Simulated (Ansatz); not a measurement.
Crystal: Cr.

```xyz
2
Lattice="1.1471 -2.4670 0.0000 1.1471 2.4670 0.0000 0.0000 0.0000 4.0643" Properties=species:S:1:pos:R:3 pbc="T T T"
Cr    1.1471   -1.8282    3.0482
Cr    1.1471    1.8282    1.0161
```

This isn't the form of Cr at room conditions, which is bcc.

Base run:

```yaml
Program: Ansatz 0.2.0
Functional: PBE
Potentials_or_basis: Ansatz PAW
Cutoff: "420 eV (not typed: the program's choice for these potentials)"
k_mesh: 11 × 11 × 6
Occupations: fermi-dirac, width 0.05 eV
Spin: collinear spin, ferromagnetic start
Starting_moments: "[3.0, 3.0] μB"
Fixed_moment: 6 μB
```

Its results: pressure 63.0 GPa; site moments Cr +2.49 μB; largest force 0.665 eV/Å.

**Question.** After a change of settings the same cell gave: pressure 21.6 GPa; site moments Cr +1.27 μB; largest force 0.419 eV/Å. Which change was it?
A. fixed moment from 6 μB to 1.5 μB; moments at the start from [3.0, 3.0] to [0.75, 0.75]
B. fixed moment from 6 μB to 4.5 μB; moments at the start from [3.0, 3.0] to [2.25, 2.25]
C. fixed moment from 6 μB to 3 μB; moments at the start from [3.0, 3.0] to [1.5, 1.5]
D. fixed moment from 6 μB to 12 μB; moments at the start from [3.0, 3.0] to [6.0, 6.0]

**Answer.** C.

Caveats: the total moment is fixed, so each spin has its own Fermi level; the thresholds are loose for stress; a pressure of tens of GPa on the cell as given is suspect, and the run, the potentials or the cell itself is likely at fault (some runs).
